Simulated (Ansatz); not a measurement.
A trial structure of P was built thus: random cell by space group and Wyckoff sites (P4/mmm, No. 123). The dimensions are guesses.

```cif
data_structure
_symmetry_space_group_name_H-M 'P 1'
_symmetry_Int_Tables_number 1
_cell_length_a 3.4115
_cell_length_b 3.4115
_cell_length_c 5.5081
_cell_angle_alpha 90.000
_cell_angle_beta 90.000
_cell_angle_gamma 90.000
_cell_volume 64.11
loop_
_atom_site_label
_atom_site_type_symbol
_atom_site_fract_x
_atom_site_fract_y
_atom_site_fract_z
_atom_site_occupancy
P1 P 0.00000 0.50000 0.50000 1
P2 P 0.50000 0.00000 0.50000 1
P3 P 0.50000 0.50000 0.00000 1
```

Method: DFT PBE, scalar-relativistic, plane waves, PAW in Ansatz 0.2.0. Cutoff 420 eV, Gaussian smearing, Γ-centred meshes. Cell and atoms relax first on a coarse mesh and then on a finer one. In between, the cell is made exact in the group found at 0.06 Å. In metals the finer mesh still leaves noise of several meV/atom or more. The steps can't lower the symmetry of their start. No spin polarisation.

A guess keeps its type if space group and coordination stay and the shape of the cell changes little (axis ratios within about 15 %, angles within 6°); the volume may change.

Problem. Does this structure survive the relaxation?

Solution. It doesn't keep its type. The symmetry goes from P4/mmm (No. 123) to Pm-3m (No. 221). The volume per atom shrinks by 24.2 %, from 21.4 to 16.2 Å³. The shortest distance goes from 2.41 Å (P–P) to 2.58 Å (P–P). Counting neighbours within 15 % of an atom's shortest distance, the start has P 4/12 and the end P 8. In detail, at the end P is surrounded by 8 P at 2.58 Å.

```
CELL_PARAMETERS angstrom
3.64872 0.00000 0.00000
0.00000 3.64872 0.00000
0.00000 0.00000 3.64872
ATOMIC_POSITIONS crystal
P 0.00000 0.50000 0.50000
P 0.50000 0.00000 0.50000
P 0.50000 0.50000 0.00000
```

The last run used a 14×14×12 mesh (in the run's order of axes) for its 3-atom cell and Gaussian smearing of 0.10 eV. The end has P4/mmm (No. 123) at a tolerance of 0.01 Å; the cell shown is made exact in the group found at 0.05 Å. Symmetry constrained the relaxation, so the result can be a saddle point. Another cell of P relaxed alike, in P4/mmm, lies 290 meV/atom lower, so this cell isn't the stable form at this level.

In counts of neighbours, a slash parts the counts of unlike sites.
